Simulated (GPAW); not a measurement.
Entries from a set of simulations; values are calculated unless marked as measured.

```xyz
4
Lattice="4.419 0.000 0.000 0.000 4.416 0.000 0.000 0.000 13.800" Properties=species:S:1:pos:R:3 subject="Quasiparticle gap of SnTe (puckered monolayer (GeS type)) in GPAW" method="DFT, LDA, plane waves, PAW (and 1 further level or step)" program="GPAW 26.7.0" settings_of_one_run="cutoff 550 eV, GPAW PAW setups 1.2.1 data release, 6×6×1 k-mesh" cost="5 runs, 9.1 min in all on 16 MPI ranks of AMD EPYC 7R43, shared host (the runs of this entry)" notes="Values taken over the cell’s volume include its vacuum. The start is a generated structure, not a measured one. Limits: no spin-orbit coupling. Only 3 of the mesh’s irreducible points were corrected, so a valley elsewhere could overtake. The calculation has static nuclei and no excitons; a measured gap holds zero-point and thermal motion, which mostly lowers it. With atoms this heavy the missing spin-orbit coupling can matter too. Bands and cutoff are finite, so the gap is not at the basis limit. The miss can reach some tenths of an eV and take either sign; the mesh is an error of its own." lda_gap="0.64 eV, indirect (only 39 meV under the direct gap)" g0w0_gap_on_the_mesh="1.33 eV" g0w0_gap_over_the_zone_rigid_shift="0.88 eV" gw_settings="6×6×1 mesh, 203 bands, screening to 48 eV, full frequency, Hilbert transform" known_limits="not at the basis limit; no spin-orbit coupling"
Sn    0.236    0.000    8.207
Te    2.415    2.208    8.466
Sn    2.446    2.208    5.593
Te    0.205    0.000    5.334
```

[Paths, hosts, dates, memory and timing lines, banners, echoed tables and standing remarks are left out of the program output.]

[Logs are printed without paths, hosts, clocks, repeated set-up lines and the standing remarks that a program may print on its own settings, such as how far it seeks lower states.]

[Runs of the session that timed out or met a known fault of the program may be left out.]

[Hosts, paths, dates, database ids (printed as entryN), source tags and the programs' standing remarks are cut or masked in the printed files.]
